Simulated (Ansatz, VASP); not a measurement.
Two plane-wave programs on MgO

Contents of INCAR:

```
PREC     = Accurate       # precision mode
ENCUT    = 520            # plane-wave cutoff, eV
EDIFF    = 1E-7           # SCF threshold, eV
ISMEAR   = 0              # smearing method
SIGMA    = 0.05           # smearing width, eV
LREAL    = F              # projectors in reciprocal space
LASPH    = T              # aspherical terms in the spheres
NELM     = 60             # most SCF steps
ALGO     = Normal         # electronic algorithm
ISIF     = 2              # what is computed and relaxed
LWAVE    = F              # write WAVECAR
LCHARG   = F              # write CHGCAR
GGA      = PS             # functional
NBANDS   = 16             # bands
```

Contents of KPOINTS:

```
regular mesh
0
Gamma
  9 9 6
```

Contents of POSCAR:

```
MgO
1.0
    3.6113000000      0.0000000000      0.0000000000
   -1.8056500000      3.1274775407      0.0000000000
    0.0000000000      0.0000000000      4.1248000000
Mg O
2 2
Direct
    0.6666666667      0.3333333333      0.7500000000
    0.3333333333      0.6666666667      0.2500000000
    0.6666666667      0.3333333333      0.2500000000
    0.3333333333      0.6666666667      0.7500000000
```

Input for Ansatz:

```yaml
crystal:
  lattice:
    - [3.6113, 0.0, 0.0]
    - [-1.80565, 3.1274775407, 0.0]
    - [0.0, 0.0, 4.1248]
  atoms:
    - { symbol: Mg, position: [0.6666666667, 0.3333333333, 0.75] }
    - { symbol: Mg, position: [0.3333333333, 0.6666666667, 0.25] }
    - { symbol: O, position: [0.6666666667, 0.3333333333, 0.25] }
    - { symbol: O, position: [0.3333333333, 0.6666666667, 0.75] }
basis:
  ecutwfc: 520.0
kpoints:
  mp_grid: { grid: [9, 9, 6] }
hamiltonian:
  xc: pbesol
  pseudopotentials: { kind: paw, azcp: { folder: soft_1 } }
scf:
  occupations: { method: gaussian, width: 0.05 }
output:
  forces: true
  stress: true
  eigenvalues: true
```

Alike in both runs: task single point; functional PBEsol; k mesh 9 × 9 × 6; occupations gaussian, width 0.05 eV; no spin polarisation.

```csv
,VASP,Ansatz
version,VASP 6.6.1,Ansatz 0.2.0
potentials or method,"VASP PAW PBE potentials, release 64 (Mg, O)","scalar-relativistic, plane waves, PAW"
plane-wave cutoff (eV),520,520
valence electrons in the cell,16,32
```

|  | VASP | Ansatz | Ansatz less VASP |
| --- | --- | --- | --- |
| gap on the k mesh at the Fermi level (eV) | 3.11 | 3.12 | +0.009 |
| least direct gap on the mesh (eV) | 3.11 | 3.12 | +0.009 |
| pressure (GPa) | -5.4 | -4.9 | +0.47 |
| largest component of the traceless stress (GPa) | 4.52 | 4.57 | +0.041 |

The two sets of potentials don't hold the same shells in valence. Ansatz warned: «pseudo_functional_mismatch».

Caveats: the PAW data sets were made with another functional, which shifts forces and pressure a little (VASP). As with any semilocal functional, this PBEsol gap is likely too small.
